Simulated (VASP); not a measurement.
# NiO (Fm-3m) in VASP: a series of runs, part 3 of 3

VASP 6.6.1. The steps go on from the part before.

## Step 4: Relaxation of cell and atoms, PBE, collinear spin, ferromagnetic start

Input file INCAR:

```
PREC = Accurate ; ENCUT = 900
EDIFF = 1E-7 ; ISMEAR = -1
SIGMA = 0.05 ; LREAL = False
LASPH = True ; NELM = 150
ALGO = Normal ; ISIF = 3
LWAVE = False ; LCHARG = False
ISPIN = 2 ; MAGMOM = 1 0
LORBIT = 11 ; LMAXMIX = 4
GGA = PE ; IBRION = 2
NSW = 40 ; EDIFFG = -0.01
```

Input file KPOINTS:

```
regular mesh
0
Gamma
  8 8 8
```

Input file POSCAR:

```
NiO
1.0
    0.0000000000      2.0913095100      2.0913095100
    2.0913095100      0.0000000000      2.0913095100
    2.0913095100      2.0913095100      0.0000000000
Ni O
1 1
Direct
    0.0000000000      0.0000000000      0.0000000000
    0.5000000000      0.5000000000      0.5000000000
```

Potentials or basis: VASP PAW PBE potentials, release 64 (Ni_pv, O).

The run is started by

```
cat potpaw_PBE.64/Ni_pv/POTCAR potpaw_PBE.64/O/POTCAR > POTCAR
mpirun -np 1 vasp_std > vasp.out
```

OUTCAR:

```text
PREC = Accurate
   ENCUT = 900
   EDIFF = 1E-7
   ISMEAR = -1
   LREAL = False
   LASPH = True
   NELM = 150
   ISIF = 3
   ISPIN = 2
   LORBIT = 11
   GGA = PE
   IBRION = 2
   NSW = 40
   EDIFFG = -0.01

 ion  position               nearest neighbor table
   1  0.000  0.000  0.000-   2 2.09   2 2.09   2 2.09   2 2.09   2 2.09   2 2.09
   2  0.500  0.500  0.500-   1 2.09   1 2.09   1 2.09   1 2.09   1 2.09   1 2.09

  LATTYP: Found a face centered cubic cell.
 ALAT       =     4.1826190200

  Lattice vectors:

 A1 = (   0.0000000000,   2.0913095100,   2.0913095100)
 A2 = (   2.0913095100,   0.0000000000,   2.0913095100)
 A3 = (   2.0913095100,   2.0913095100,   0.0000000000)

Analysis of symmetry for initial positions (statically):
=====================================================================
 Subroutine PRICEL returns:
 Original cell was already a primitive cell.

 Routine SETGRP: Setting up the symmetry group for a
 face centered cubic supercell.

 Subroutine GETGRP returns: Found 48 space group operations
 (whereof 48 operations were pure point group operations)
 out of a pool of 48 trial point group operations.

The static configuration has the point symmetry O_h .

Analysis of symmetry for dynamics (positions and initial velocities):
=====================================================================
 Subroutine PRICEL returns:
 Original cell was already a primitive cell.

 Routine SETGRP: Setting up the symmetry group for a
 face centered cubic supercell.

 Subroutine GETGRP returns: Found 48 space group operations
 (whereof 48 operations were pure point group operations)
 out of a pool of 48 trial point group operations.

The dynamic configuration has the point symmetry O_h .

Analysis of structural, dynamic, and magnetic symmetry:
=====================================================================
 Subroutine PRICEL returns:
 Original cell was already a primitive cell.

 Routine SETGRP: Setting up the symmetry group for a
 face centered cubic supercell.

 Subroutine GETGRP returns: Found 48 space group operations
 (whereof 48 operations were pure point group operations)
 out of a pool of 48 trial point group operations.

The overall configuration has the point symmetry O_h .

 Subroutine INISYM returns: Found 48 space group operations
 (whereof 48 operations are pure point group operations),
 and found     1 'primitive' translations

----------------------------------------------------------------------------------------

                                     Primitive cell

  volume of cell :      18.2930

  direct lattice vectors                    reciprocal lattice vectors
     0.000000000  2.091309510  2.091309510    -0.239084649  0.239084649  0.239084649
     2.091309510  0.000000000  2.091309510     0.239084649 -0.239084649  0.239084649
     2.091309510  2.091309510  0.000000000     0.239084649  0.239084649 -0.239084649

  length of vectors
     2.957558272  2.957558272  2.957558272     0.414106759  0.414106759  0.414106759

  position of ions in fractional coordinates (direct lattice)
     0.000000000  0.000000000  0.000000000
     0.500000000  0.500000000  0.500000000

  ion indices of the primitive-cell ions
   primitive index   ion index
                 1           1
                 2           2
[... 60 lines left out ...]
   NGX,Y,Z   is equivalent  to a cutoff of  16.86, 16.86, 16.86 a.u.
   NGXF,Y,Z  is equivalent  to a cutoff of  33.73, 33.73, 33.73 a.u.
 SYSTEM =  unknown system
   PREC   = accura    normal or accurate (medium, high low for compatibility)
   ISTART =      0    job   : 0-new  1-cont  2-samecut
   ICHARG =      2    charge: 1-file 2-atom 10-const
   ISPIN  =      2    spin polarized calculation?
   LNONCOLLINEAR =      F non collinear calculations
   LSORBIT =      F    spin-orbit coupling
   LASPH  =      T    aspherical Exc in radial PAW
   ENCUT  =  900.0 eV  66.15 Ry    8.13 a.u.   7.23  7.23  7.23*2*pi/ulx,y,z
   NELM   =    150;   NELMIN=  2; NELMDL= -5     # of ELM steps
   EDIFF  = 0.1E-06   stopping-criterion for ELM
   LREAL  =      F    real-space projection
   EDIFFG = -.1E-01   stopping-criterion for IOM
   NSW    =     40    number of steps for IOM
   IBRION =      2    ionic relax: 0-MD 1-quasi-New 2-CG
   NFREE  =      1    steps in history (QN), initial steepest desc. (CG)
   ISIF   =      3    stress and relaxation
   ISYM   =      2    0-nonsym 1-usesym 2-fastsym
   POTIM  = 0.5000    time-step for ionic-motion
   TEBEG  =    0.0;   TEEND  =   0.0 temperature during run
   PSTRESS=    0.0 pullay stress
   NELECT =      22.0000    total number of electrons
   NUPDOWN=      -1.0000    fix difference up-down
   EMIN   =  10.00;   EMAX   =-10.00  energy-range for DOS
   EFERMI =   0.00;   METHOD = LEGACY
   ISMEAR =    -1;   SIGMA  =   0.05  broadening in eV -4-tet -1-fermi 0-gaus
   EFERMI_NEDOS =   21; number of points for ismear=-14 and -15
   IALGO  =     38    algorithm
   IMIX   =      4    mixing-type and parameters
     AMIX     =   0.40;   BMIX     =  1.00
     AMIX_MAG =   1.60;   BMIX_MAG =  1.00
  volume/ion in A,a.u.               =       9.15        61.72
  Fermi-wavevector in a.u.,A,eV,Ry     =   1.740954  3.289927 41.238204  3.030922
  Thomas-Fermi vector in A             =   2.813504
   LORBIT       =     11    0 simple, 1 ext, 2 COOP (PROOUT), +10 PAW based schemes
   GGA     = PE    functional components
   LHFCALC =     F    Hartree Fock is set to
   AEXX    =    0.0000 exact exchange contribution
   IVDW    =     0    specifies the selected vdW correction
   LEPSILON=     F    determine dielectric tensor
   LRPA    =     F    only Hartree local field effects (RPA)
 conjugate gradient relaxation of ions
 spin polarized calculation
  energy-cutoff  :      900.00
  volume of cell :       18.29
 maximum number of plane-waves:      1139
 NGX is ok and might be reduce to    30
   NGX = 15   NGY = 15   NGZ = 15

--------------------------------------- Ionic step        1  -------------------------------------------

 number of electron      22.0000002 magnetization       1.8139635

 Free energy of the ion-electron system (eV)
  ---------------------------------------------------
  ext. energy  EPLUGINS =         0.00000000
  ---------------------------------------------------
  free energy    TOTEN  =       -11.50001389 eV

  energy without entropy =      -11.49290165  energy(sigma->0) =      -11.49645777

------------------------ aborting loop because EDIFF is reached ----------------------------------------

  FORCE on cell =-STRESS in cart. coord.  units (eV):
  Direction    XX          YY          ZZ          XY          YZ          ZX
  --------------------------------------------------------------------------------------
  -------------------------------------------------------------------------------------
  Total        0.5869673      0.5869673      0.5869673     -0.0000000     -0.0000000     -0.0000000
  in kB       51.4090436     51.4090436     51.4090436     -0.0000000     -0.0000000     -0.0000000
  external PRESSURE =      51.4090436 kB  Pullay stress =       0.0000000 kB
[... 59 lines left out ...]
--------------------------------------- Ionic step        3  -------------------------------------------

 number of electron      22.0000007 magnetization       1.8427812

 Free energy of the ion-electron system (eV)
  ---------------------------------------------------
  ext. energy  EPLUGINS =         0.00000000
  ---------------------------------------------------
  free energy    TOTEN  =       -11.50778490 eV

  energy without entropy =      -11.50175979  energy(sigma->0) =      -11.50477235

 E-fermi :   6.6062     XC(G=0): -12.8077

 val. band max:        6.5150584499   @ k =   0.5000   0.5000   0.0000
 cond. band min:       6.6356919135   @ k =  -0.2500   0.2500   0.0000
 fundamental gap:      0.1206334636
 Fermi energy:         6.6061990591

 spin component 1

 k-point     1 :       0.0000    0.0000    0.0000
  band No.  band energies     occupation
      1     -58.2473      1.00000
      2     -58.2473      1.00000
      3     -58.2473      1.00000
      4     -13.5044      1.00000
      5       3.4187      1.00000
      6       3.4188      1.00000
[... 435 lines left out ...]
      5      -0.6584      1.00000
      6       0.7519      1.00000
[... 8 lines left out ...]
     15      18.0860      0.00000
     16      20.9428      0.00000

 [... further k-points ...]

 spin component 2

 k-point     1 :       0.0000    0.0000    0.0000
  band No.  band energies     occupation
      1     -56.3943      1.00000
      2     -56.3940      1.00000
      3     -56.3939      1.00000
      4     -13.0393      1.00000
      5       4.2444      1.00000
      6       4.2444      1.00000
[... 476 lines left out ...]
  FREE ENERGIE OF THE ION-ELECTRON SYSTEM (eV)
  ---------------------------------------------------
  free  energy   TOTEN  =       -11.5077849002 eV

  energy  without entropy=      -11.5017597948  energy(sigma->0) =      -11.50477235

 reached required accuracy - stopping structural energy minimisation

 total charge

# of ion       s       p       d       tot
------------------------------------------
    1        0.203   6.166   7.903  14.273
    2        1.551   3.416   0.000   4.967
--------------------------------------------------
tot          1.755   9.582   7.903  19.240

 magnetization (x)

# of ion       s       p       d       tot
------------------------------------------
    1        0.010   0.010   1.483   1.503
    2        0.028   0.258   0.000   0.286
--------------------------------------------------
tot          0.038   0.268   1.483   1.788
```

OSZICAR:

```text
N       E                     dE             d eps       ncg     rms          rms(c)
DAV:   1     0.251845426875E+03    0.25185E+03   -0.19692E+04  1864   0.257E+03
DAV:   2    -0.427969644667E+01   -0.25613E+03   -0.24881E+03  2048   0.571E+02
[... 36 lines left out ...]
DAV:   4    -0.115092723933E+02    0.69208E-03   -0.93358E-03  1896   0.904E-01    0.457E-01
DAV:   5    -0.115083119495E+02    0.96044E-03   -0.81305E-04  2672   0.570E-01    0.249E-01
DAV:   6    -0.115078652807E+02    0.44667E-03   -0.79003E-04  2600   0.347E-01    0.970E-02
DAV:   7    -0.115077846583E+02    0.80622E-04   -0.16918E-04  2728   0.217E-01    0.300E-02
DAV:   8    -0.115077848593E+02   -0.20093E-06   -0.27588E-05  1864   0.534E-02    0.121E-02
DAV:   9    -0.115077849002E+02   -0.40925E-07   -0.92500E-07  2232   0.164E-02
   3 F= -.11507785E+02 E0= -.11504772E+02  d E =-.777101E-02  mag=     1.8431
```

Wall time 72 s (1 thread of Intel Xeon 6975P-C (Granite Rapids), shared host); peak memory 0.2 GiB.

Results:

```yaml
Free_energy: -11.5078 eV
Relaxed_volume: 9.39 Å³/atom
Relaxed_cell: a = 2.984 Å, b = 2.984 Å, c = 2.984 Å, α = 60.00°, β = 60.00°, γ = 60.00°
Space_group_after_relaxing_to_0.05_Å: Fm-3m (No. 225)
Energy_gained_by_relaxing: 3.9 meV/atom
Ionic_steps: 3
Pressure_after_relaxing: 0.1 GPa
Band_gap_on_the_k_mesh: none (metal or under the smearing width)
Net_moment: 1.84 μB per cell
Site_moments: Ni +1.50; O +0.29 μB
Valence_electrons_inside_the_program's_atomic_spheres: Ni 14.27; O 4.97
```

Step by step:
| step | energy change (eV) | largest force (eV/Å) | pressure (GPa) | volume (Å³) |
| --- | --- | --- | --- | --- |
| 1 | 0.0000 | 0.0000 | 5.14 | 18.29 |
| 2 | -0.0053 | 0.0000 | -2.67 | 19.08 |
| 3 | -0.0078 | 0.0000 | 0.09 | 18.79 |

Final structure:
```yaml
crystal:
  lattice:
    - [0.00000, 2.11004, 2.11004]
    - [2.11004, 0.00000, 2.11004]
    - [2.11004, 2.11004, 0.00000]
  atoms:
    - { symbol: Ni, position: [0.00000, 0.00000, 0.00000] }
    - { symbol: O, position: [0.50000, 0.50000, 0.50000] }
```

Levels at points of the mesh, in eV from the Fermi level:
Spin up:
| k point | band 9 | band 10 | band 11 | band 12 | band 13 | band 14 | band 15 | band 16 |
| --- | --- | --- | --- | --- | --- | --- | --- | --- |
| (0.00, 0.00, 0.00) | -2.90 | -2.64 | -2.64 | -2.64 | 1.30 | 17.71 | 18.58 | 18.58 |
| (0.50, 0.00, 0.00) | -2.00 | -1.47 | 0.17 | 0.17 | 5.47 | 9.61 | 13.76 | 13.76 |
| (0.50, 0.50, 0.00) | -2.87 | -2.37 | -1.70 | -1.70 | 5.85 | 10.32 | 12.02 | 16.20 |
Spin down:
| k point | band 6 | band 7 | band 8 | band 9 | band 10 | band 11 | band 12 | band 13 | band 14 | band 15 |
| --- | --- | --- | --- | --- | --- | --- | --- | --- | --- | --- |
| (0.00, 0.00, 0.00) | -2.36 | -2.36 | -1.79 | -1.79 | -1.79 | -0.50 | -0.50 | 1.67 | 17.64 | 18.81 |
| (0.50, 0.00, 0.00) | -4.59 | -4.59 | -0.94 | -0.93 | -0.58 | 2.20 | 2.21 | 5.65 | 10.17 | 14.05 |
| (0.50, 0.50, 0.00) | -3.68 | -3.68 | -2.71 | -0.76 | -0.76 | -0.09 | 0.39 | 6.32 | 10.70 | 12.29 |

Caveat: a cell with one magnetic atom can't hold antiferromagnetic order, which such compounds often take; semilocal functionals often make such compounds metallic where correlation or magnetic order opens a gap, which also shifts bond lengths. Zero-point motion and thermal expansion aren't in these numbers.

## Step 5: Relaxation of cell and atoms, PBE, collinear spin, ferromagnetic start

INCAR is that of step 4.

KPOINTS is that of step 4.

POSCAR is that of step 4.

Potentials or basis: VASP PAW PBE potentials, release 64 (Ni_sv_GW, O_GW).

The run is started by

```
cat potpaw_PBE.64/Ni_sv_GW/POTCAR potpaw_PBE.64/O_GW/POTCAR > POTCAR
mpirun -np 1 vasp_std > vasp.out
```

Wall time 1.7 min (1 thread of Intel Xeon 6975P-C (Granite Rapids), shared host); peak memory 0.23 GiB.

The run converged. Its results:

```yaml
Free_energy: -12.4467 eV
Relaxed_volume: 9.40 Å³/atom
Relaxed_cell: a = 2.984 Å, b = 2.984 Å, c = 2.984 Å, α = 60.00°, β = 60.00°, γ = 60.00°
Space_group_after_relaxing_to_0.05_Å: Fm-3m (No. 225)
Energy_gained_by_relaxing: 4.0 meV/atom
Ionic_steps: 3
Pressure_after_relaxing: 0.0 GPa
Band_gap_on_the_k_mesh: none (metal or under the smearing width)
Net_moment: 1.85 μB per cell
Site_moments: Ni +1.52; O +0.29 μB
Valence_electrons_inside_the_program's_atomic_spheres: Ni 16.12; O 4.91
```

Step by step:
| step | energy change (eV) | largest force (eV/Å) | pressure (GPa) | volume (Å³) |
| --- | --- | --- | --- | --- |
| 1 | 0.0000 | 0.0000 | 5.22 | 18.29 |
| 2 | -0.0053 | 0.0000 | -2.73 | 19.09 |
| 3 | -0.0079 | 0.0000 | 0.02 | 18.79 |

Final structure:
```xyz
2
Lattice="0.0000 2.1102 2.1102 2.1102 0.0000 2.1102 2.1102 2.1102 0.0000" Properties=species:S:1:pos:R:3 pbc="T T T"
Ni    0.0000    0.0000    0.0000
O     2.1102    2.1102    2.1102
```

Levels at points of the mesh, in eV from the Fermi level:
Spin up:
```tsv
k point	band 11	band 12	band 13	band 14	band 15	band 16
(0.00, 0.00, 0.00)	-2.64	-2.64	-2.64	1.28	17.64	18.55
(0.50, 0.00, 0.00)	-1.47	0.16	0.16	5.45	9.59	13.73
(0.50, 0.50, 0.00)	-2.39	-1.70	-1.70	5.83	10.30	12.01
```
Spin down:
```
           k point  band 7  band 8  band 9  band 10  band 11  band 12  band 13  band 14  band 15  band 16
(0.00, 0.00, 0.00)   -2.37   -2.37   -1.80    -1.80    -1.80    -0.49    -0.49     1.65    17.56    18.78
(0.50, 0.00, 0.00)   -4.59   -4.59   -0.94    -0.94    -0.58     2.22     2.22     5.64    10.15    14.03
(0.50, 0.50, 0.00)   -3.69   -3.69   -2.72    -0.76    -0.76    -0.07     0.41     6.30    10.68    12.28
```

Caveat: a cell with one magnetic atom can't hold antiferromagnetic order, which such compounds often take; semilocal functionals often make such compounds metallic where correlation or magnetic order opens a gap, which also shifts bond lengths. With open d or f shells a metallic result of PBE can be an artefact of self-interaction; +U or a hybrid may open a gap.

## Step 6: The reference run

An earlier run on the cell as given: functional PBE; potentials or basis VASP PAW PBE potentials, release 64 (Ni, O); cutoff 520 eV; k mesh 11 × 11 × 11; occupations fermi-dirac, width 0.05 eV; collinear spin, ferromagnetic start; starting moments [1.0, 0.0] μB.

- Pressure: 3.7 GPa
- Band gap on the k mesh: none (metal or under the smearing width)
- Net moment: 1.70 μB per cell
- Site moments: Ni +1.40; O +0.26 μB
- Valence electrons inside the program's atomic spheres: Ni 8.98; O 4.98

## Step 7: Overview

| task | potentials or basis | cell | k mesh | cutoff (eV) | gap on the mesh (eV) | pressure (GPa) | moment (μB) | relaxed volume (Å³/atom) |
| --- | --- | --- | --- | --- | --- | --- | --- | --- |
| relaxation of cell and atoms | VASP PAW PBE potentials, release 64 (Ni, O) | relaxed | 8 × 8 × 8 | 900 | none | 0.0 | 1.83 | 9.38 |
| relaxation of cell and atoms | VASP PAW PBE potentials, release 64 (Ni_pv, O) | relaxed | 8 × 8 × 8 | 900 | none | 0.1 | 1.84 | 9.39 |
| relaxation of cell and atoms | VASP PAW PBE potentials, release 64 (Ni_sv_GW, O_GW) | relaxed | 8 × 8 × 8 | 900 | none | 0.0 | 1.85 | 9.40 |
| single point | VASP PAW PBE potentials, release 64 (Ni, O) | as given | 11 × 11 × 11 | 520 | none | 3.7 | 1.70 | - |

Alike in all rows: level PBE; spin collinear, ferromagnetic start; smearing fermi-dirac 0.05 eV.

Caveats: a cell with one magnetic atom can't hold antiferromagnetic order, which such compounds often take; semilocal functionals often make such compounds metallic where correlation or magnetic order opens a gap, which also shifts bond lengths.

Absolute energies hang on the potentials; compare differences alone.
